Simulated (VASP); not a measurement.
Here is a VASP 6.6.1 calculation.

The input INCAR:

```
  PREC = Accurate
  ENCUT = 600
  EDIFF = 1E-6
  ISMEAR = 0
  SIGMA = 0.03
  LREAL = False
  LASPH = True
  NELM = 80
  ALGO = Normal
  ISIF = 3
  LWAVE = False
  LCHARG = False
  GGA = CA
  IBRION = 2
  NSW = 90
  EDIFFG = -0.01
  PSTRESS = 109.0
```

Contents of KPOINTS:

```
Automatic mesh
0
Gamma
  12 12 12
```

Contents of POSCAR:

```
Sn
1.0
   -2.9196440750      2.9196440750      1.5938000000
    2.9196440750     -2.9196440750      1.5938000000
    2.9196440750      2.9196440750     -1.5938000000
Sn
2
Direct
    0.0000000000      0.0000000000      0.0000000000
    0.7500000000      0.2500000000      0.5000000000
```

Potentials or basis: VASP PAW LDA potentials, release 64 (Sn_d).

Command:

```bash
$ cat potpaw_LDA.64/Sn_d/POTCAR > POTCAR
$ mpirun -np 1 vasp_std > vasp.out
```

**Question.** What does it give for the relaxed volume?

**Answer.** 22.96 Å³/atom.

**Question.** Estimate the relaxed cell.

**Answer.** a = 4.200 Å, b = 4.200 Å, c = 4.200 Å, α = 97.22°, β = 97.22°, γ = 138.47°.

**Question.** Predict the band gap on the k mesh.

**Answer.** None (metal or under the smearing width).

The path:
```
step  energy change (eV)  largest force (eV/Å)  pressure (GPa)  volume (Å³)
   1              0.0000                0.0000           -2.03        54.34
   2              1.1548                0.0000           36.92        38.85
   3              0.1653                0.0000           10.41        46.16
   4              0.1767                0.0000           10.82        45.99
   5              0.1875                0.0000           11.20        45.83
   6              0.1878                0.0000           11.13        45.80
   7              0.1885                0.0000           11.21        45.79
   8              0.1929                0.0000           11.25        45.75
   9              0.1887                0.0000           11.30        45.78
  10              0.1902                0.0000           11.26        45.77
  11              0.1889                0.0000           11.27        45.78
  12              0.1642                0.0000           10.38        46.15
  13              0.1787                0.0000           10.92        45.93
```

Caveat: the cell is relaxed towards a set pressure, so the enthalpy falls and the energy may rise; the volume moved by over 15 % at a fixed basis, so the end points are rough. LDA usually gives volumes a few per cent too small.
